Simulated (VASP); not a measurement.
A calculation with VASP 6.6.1 of AlCu (native input, structure from a POSCAR):

INCAR

```
SYSTEM = AlCu
PREC = Accurate ; ENCUT = 500
EDIFF = 1E-7 ; ISMEAR = 0
SIGMA = 0.02 ; LREAL = .FALSE.
LASPH = .TRUE. ; NELM = 60
ALGO = Normal ; ISIF = 2
LWAVE = .FALSE. ; LCHARG = .FALSE.
GGA = PS ; NBANDS = 14
```

The input KPOINTS:

```
Automatic mesh
0
G
  9 9 9
  0 0 0
```

Contents of POSCAR:

```
AlCu
1.0
    2.9975090000      0.0000000000      0.0000000000
    0.0000000000      2.9975090000      0.0000000000
    0.0000000000      0.0000000000      2.9975090000
Cu Al
1 1
Cartesian
    1.4987545000      1.4987545000      1.4987545000
    0.0000000000      0.0000000000      0.0000000000
```

Potentials or basis: VASP PAW PBE potentials, release 64 (Cu, Al).

Launch:

```sh
$ cat potpaw_PBE.64/Cu/POTCAR potpaw_PBE.64/Al/POTCAR > POTCAR
$ mpirun -np 1 vasp_std > vasp.out
```

The cell comes from a database or a generator and needn't be the stable form of this composition.

Question: Write the same calculation in another form: ASE script, structure typed inline.

Answer: As run:

File run.py:

```python
from ase import Atoms
from ase.calculators.vasp import Vasp
from ase.dft.bandgap import bandgap

atoms = Atoms(
    ['Cu', 'Al'],
    cell=[[2.997509, 0.0, 0.0], [0.0, 2.997509, 0.0], [0.0, 0.0, 2.997509]],
    scaled_positions=[[0.5, 0.5, 0.5], [0.0, 0.0, 0.0]],
    pbc=True,
)
calc = Vasp(
    directory='calc',
    xc='pbesol',
    pp='PBE',
    setups='minimal',
    prec='Accurate',
    encut=500,
    ediff=1e-06,
    ismear=0,
    sigma=0.02,
    lreal=False,
    lasph=True,
    nelm=80,
    algo='Fast',
    isif=2,
    lwave=False,
    lcharg=True,
    lelf=True,
    lvhar=True,
    kpts=[9, 9, 9],
    gamma=True,
    nbands=14,
)
atoms.calc = calc

print('energy (eV):', atoms.get_potential_energy())
print('free energy (eV):', atoms.get_potential_energy(force_consistent=True))
print('forces (eV/A):')
print(atoms.get_forces())
print('stress (eV/A^3, Voigt):', atoms.get_stress())
print('Fermi level (eV):', calc.get_fermi_level())
gap, top, bottom = bandgap(calc)
print('band gap (eV):', gap, 'from (spin, k, band)', top, 'to', bottom)
```

Potentials or basis: VASP PAW PBE potentials, release 64 (Cu, Al).

Command:

```sh
$ python run.py
```

Both were run:

|  | native input, structure from a POSCAR | ASE script, structure typed inline |
| --- | --- | --- |
| Pressure | -3.9 GPa | -4.4 GPa |
| Band gap on the k mesh | none (metal or under the smearing width) | none (metal or under the smearing width) |

Keys that steer only the numerical path or the files written may differ.

Caveat: the PAW data sets were made with another functional, which shifts forces and pressure a little.
